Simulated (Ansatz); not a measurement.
**Structure relaxation of SiNi**

Theory: DFT PBE, scalar-relativistic, plane waves, PAW (Ansatz). Cutoff 420 eV, Γ-centred k mesh, Gaussian smearing, no spin polarisation in the final step.

SiNi was placed on the caesium chloride structure type (Pm-3m, No. 221), with Si in place of Cs, Ni in place of Cl, at a guessed volume.

```xyz
2
Lattice="2.8686 0.0000 0.0000 0.0000 2.8686 0.0000 0.0000 0.0000 2.8686" Properties=species:S:1:pos:R:3 pbc="T T T"
Si    0.0000    0.0000    0.0000
Ni    1.4343    1.4343    1.4343
```

Cell and atoms relax at zero pressure; the relaxation can't lower the symmetry of the start.

The zero of energy is the elements' standard structures at the same level; no fitted shifts are applied.

Question: What does it relax into?

Answer: It keeps Pm-3m (No. 221). The result has the caesium chloride structure. Conventional cell: a = 2.838 Å. Si is coordinated by 8 Ni at 2.46 Å and 6 Si at 2.84 Å; Ni is coordinated by 8 Si at 2.46 Å and 6 Ni at 2.84 Å.

```
Si Ni
1.0
     2.83791    0.00000    0.00000
     0.00000    2.83791    0.00000
     0.00000    0.00000    2.83791
Si Ni
1 1
Direct
  0.00000 0.00000 0.00000
  0.50000 0.50000 0.50000
```

Question: What are its volume, energy, density and gap?

Answer: The volume per atom is 11.43 Å³ and the density is 6.30 g/cm³. The energy over the elements is -0.28 eV/atom and the gap on the 20×20×20 mesh is 0 eV (a metal).

The final run used a 20×20×20 mesh on its 2-atom cell and 0.10 eV smearing. For metals, differences of a few meV/atom aren't resolved. Symmetry constrained the relaxation, so the result can be a saddle point. The steps took roughly 29 core-seconds in all.

This CsCl-type form isn't the usual stable structure of the compound.

Cost: 2 runs of about 0.49 core-minutes in all, on Arm Neoverse V2 (shared hosts).